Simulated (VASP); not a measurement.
## VASP 6.6.1, r²SCAN single-point calculation, MgSe (strained rocksalt)

INCAR

```
ISIF = 2
ALGO = Normal
EDIFF = 1E-7
ISMEAR = 0
NSW = 0
PREC = Accurate
IBRION = -1
NBANDS = 11
ENCUT = 520
LASPH = .TRUE.
METAGGA = R2SCAN
LREAL = .FALSE.
LWAVE = .FALSE.
LCHARG = .FALSE.
SIGMA = 0.01
NELM = 120
```

KPOINTS

```
KPOINTS created by Atomic Simulation Environment
0
Gamma
8 8 8
0 0 0
```

KPOINTS_OPT

```
special points
6
Reciprocal
0.0000000000 0.0000000000 0.0000000000 1
0.5000000000 0.0000000000 0.5000000000 1
0.6250000000 0.2500000000 0.6250000000 1
0.3750000000 0.3750000000 0.7500000000 1
0.5000000000 0.5000000000 0.5000000000 1
0.5000000000 0.2500000000 0.7500000000 1
```

POSCAR

```
Mg Se
 1.0000000000000000
    -0.0321055607000000    2.7041638154999998    2.7041638154999998
     2.7041638154999998   -0.0321055607000000    2.7041638154999998
     2.7041638154999998    2.7041638154999998   -0.0321055607000000
 Mg  Se
   1   1
Cartesian
  0.0000000000000000  0.0000000000000000  0.0000000000000000
  2.6881110351500004  2.6881110351500004  2.6881110351500004
```

VASP ran with the recommended PBE PAW datasets (8 valence electrons in the cell).

Command

```
mpirun -np 1 vasp_std
```

From OUTCAR

```
k-points           NKPTS =     65   k-points in BZ     NKDIM =     65   number of bands    NBANDS=     11

   NELECT =       8.0000    total number of electrons

   dimension x,y,z NGX =    28 NGY =   28 NGZ =   28
   dimension x,y,z NGXF=    56 NGYF=   56 NGZF=   56

  energy-cutoff  :      520.00
  volume of cell :       40.25
      direct lattice vectors                 reciprocal lattice vectors
    -0.032105561  2.704163815  2.704163815    -0.181639322  0.183821772  0.183821772
     2.704163815 -0.032105561  2.704163815     0.183821772 -0.181639322  0.183821772
     2.704163815  2.704163815 -0.032105561     0.183821772  0.183821772 -0.181639322

 k-points in reciprocal lattice and weights: KPOINTS created by Atomic Simulation Env
   0.00000000  0.00000000  0.00000000       0.002
   0.12500000  0.00000000  0.00000000       0.012
   0.25000000  0.00000000  0.00000000       0.012
   0.37500000  0.00000000  0.00000000       0.012
   0.50000000  0.00000000  0.00000000       0.006
   0.12500000  0.12500000  0.00000000       0.012
   0.25000000  0.12500000 -0.00000000       0.023
   0.37500000  0.12500000  0.00000000       0.023
   ...

 E-fermi :   3.1854

 k-point     1 :       0.0000    0.0000    0.0000
  band No.  band energies     occupation
      1     -10.4025      2.00000
      2       2.9617      2.00000
      3       2.9617      2.00000
      4       3.1368      2.00000
      5       6.5515      0.00000
      6      10.9436      0.00000
      7      10.9436      0.00000
      8      11.2518      0.00000
      9      13.6038      0.00000
     10      13.6038      0.00000
     11      14.9872      0.00000

 k-point     2 :       0.1250    0.0000    0.0000
  band No.  band energies     occupation
      1     -10.2648      2.00000
      2       1.8298      2.00000
      3       2.8627      2.00000
      4       3.0091      2.00000
      5       7.4493      0.00000
      6      10.7284      0.00000
      7      11.1993      0.00000
      8      11.4410      0.00000
      9      12.6491      0.00000
     10      12.7538      0.00000
     11      14.9011      0.00000

 k-point     3 :       0.2500    0.0000    0.0000
  band No.  band energies     occupation
      1      -9.8961      2.00000
      2      -0.0009      2.00000
      3       2.6469      2.00000
      4       2.7696      2.00000
      5       7.9485      0.00000
      6      10.7096      0.00000
      7      10.8381      0.00000
      8      11.5840      0.00000
      9      13.1962      0.00000
     10      13.4950      0.00000
     11      14.1196      0.00000

 k-point     4 :       0.3750    0.0000    0.0000
  band No.  band energies     occupation
      1      -9.4560      2.00000
      2      -1.4457      2.00000
      3       2.4571      2.00000
      4       2.5597      2.00000
      5       7.7150      0.00000
      6       9.9783      0.00000
      7      10.1193      0.00000
      8      12.8063      0.00000
      9      14.3097      0.00000
     10      15.1814      0.00000
     11      15.5574      0.00000

 k-point     5 :       0.5000    0.0000    0.0000
  band No.  band energies     occupation
      1      -9.2430      2.00000
      2      -2.0082      2.00000
      3       2.3846      2.00000
      4       2.4796      2.00000
      5       7.5897      0.00000
      6       9.7150      0.00000
      7       9.8641      0.00000
      8      12.7707      0.00000
      9      15.5293      0.00000
     10      17.8228      0.00000
     11      17.8347      0.00000

 k-point     6 :       0.1250    0.1250    0.0000
  band No.  band energies     occupation
      1     -10.2175      2.00000
      2       1.9133      2.00000
      3       2.5965      2.00000
      4       2.7285      2.00000
      5       7.8334      0.00000
      6      10.0629      0.00000
      7      11.3205      0.00000
      8      11.6872      0.00000
      9      11.8673      0.00000
     10      13.8734      0.00000
     11      15.8461      0.00000

 k-point     7 :       0.2500    0.1250   -0.0000
  band No.  band energies     occupation
      1      -9.9246      2.00000
      2       0.5108      2.00000
      3       2.3663      2.00000
      4       2.4489      2.00000
      5       8.5192      0.00000
      6       9.8604      0.00000
      7      10.2534      0.00000
      8      11.9328      0.00000
      9      12.9385      0.00000
     10      14.2759      0.00000
     11      15.5411      0.00000

 k-point     8 :       0.3750    0.1250    0.0000
  band No.  band energies     occupation
      1      -9.5018      2.00000
      2      -0.9542      2.00000
      3       2.0457      2.00000
      4       2.2350      2.00000
      5       8.3240      0.00000
      6       9.4771      0.00000
      7      11.0756      0.00000
      8      11.4023      0.00000
      9      14.2970      0.00000
     10      15.5741      0.00000
     11      16.1981      0.00000

 k-point     9 :       0.5000    0.1250   -0.0000
  band No.  band energies     occupation
      1      -9.1981      2.00000
      2      -1.7740      2.00000
      3       1.7169      2.00000
      4       2.2362      2.00000
      5       8.2232      0.00000
      6       9.2060      0.00000
      7      10.4381      0.00000
      8      13.3846      0.00000
      9      14.3695      0.00000
     10      16.8215      0.00000
     11      17.8780      0.00000

 k-point    10 :      -0.3750    0.1250   -0.0000
  band No.  band energies     occupation
      1      -9.2721      2.00000
      2      -1.5868      2.00000
      3       1.5715      2.00000
      4       2.4337      2.00000
      5       8.4226      0.00000
      6       9.3794      0.00000
      7      10.2479      0.00000
      8      13.3218      0.00000
      9      14.8589      0.00000
     10      15.1722      0.00000
     11      17.2094      0.00000

 k-point    11 :      -0.2500    0.1250    0.0000
  band No.  band energies     occupation
      1      -9.6536      2.00000
      2      -0.5063      2.00000
      3       1.7114      2.00000
      4       2.7369      2.00000
      5       8.7407      0.00000
      6      10.0718      0.00000
      7      10.5543      0.00000
      8      11.4459      0.00000
      9      13.0517      0.00000
     10      15.2799      0.00000
     11      15.9404      0.00000

 k-point    12 :      -0.1250    0.1250    0.0000
  band No.  band energies     occupation
      1     -10.0515      2.00000
      2       0.8921      2.00000
      3       2.2245      2.00000
      4       2.9784      2.00000
      5       8.4002      0.00000
      6      10.3854      0.00000
      7      11.1114      0.00000
      8      11.3583      0.00000
      9      11.7831      0.00000
     10      13.8428      0.00000
     11      15.8830      0.00000

 k-point    13 :       0.2500    0.2500    0.0000
  band No.  band energies     occupation
      1      -9.7277      2.00000
      2       0.3123      2.00000
      3       1.8827      2.00000
      4       2.0268      2.00000
      5       7.7842      0.00000
      6       8.7273      0.00000
      7      11.3273      0.00000
      8      13.3654      0.00000
      9      13.4741      0.00000
     10      14.6454      0.00000
     11      17.5000      0.00000

 k-point    14 :       0.3750    0.2500   -0.0000
  band No.  band energies     occupation
      1      -9.3842      2.00000
      2      -0.5713      2.00000
      3       1.3875      2.00000
      4       1.7834      2.00000
      5       7.2734      0.00000
      6       8.7639      0.00000
      7      11.7886      0.00000
      8      12.9718      0.00000
      9      14.9313      0.00000
     10      16.5068      0.00000
     11      17.9006      0.00000

 k-point    15 :       0.5000    0.2500   -0.0000
  band No.  band energies     occupation
      1      -9.0799      2.00000
      2      -1.2244      2.00000
      3       0.6694      2.00000
      4       1.7808      2.00000
      5       7.2752      0.00000
      6       9.8993      0.00000
      7      11.8773      0.00000
      8      12.0948      0.00000
      9      15.7310      0.00000
     10      17.8890      0.00000
     11      18.1674      0.00000

 k-point    16 :      -0.3750    0.2500    0.0000
  band No.  band energies     occupation
      1      -9.0415      2.00000
      2      -1.2548      2.00000
      3       0.2222      2.00000
      4       2.0209      2.00000
      5       7.7149      0.00000
      6      10.6706      0.00000
      7      11.3456      0.00000
      8      12.7613      0.00000
      9      14.7125      0.00000
     10      15.5093      0.00000
     11      17.4763      0.00000

 ...

  Total        0.2301853      0.2301853      0.2301853      0.1450243      0.1450243      0.1450243
  in kB        9.1620624      9.1620624      9.1620624      5.7723995      5.7723995      5.7723995
  external PRESSURE =       9.1620624 kB  Pullay stress =       0.0000000 kB

 POSITION                                       TOTAL-FORCE (eV/Angst)
 -----------------------------------------------------------------------------------
      0.00000      0.00000      0.00000         0.000000     -0.000000      0.000000
      2.68811      2.68811      2.68811        -0.000000      0.000000     -0.000000
 -----------------------------------------------------------------------------------
    total drift:                                0.000000      0.000000      0.000000

  FREE ENERGIE OF THE ION-ELECTRON SYSTEM (eV)
  ---------------------------------------------------
  free  energy   TOTEN  =       -21.3758614066 eV

  energy  without entropy=      -21.3758614066  energy(sigma->0) =      -21.37586141
```

```json
{"gap between bands v and c": "2.35 eV", "least direct gap": "3.41 eV", "pressure": "0.9 GPa"}
```

Band v is the last that the valence electrons fill when counted band by band, and c is the next.

The run took about 85 s on one core of a shared host (Intel Xeon Platinum 8488C) and held 0.2 GiB at most.
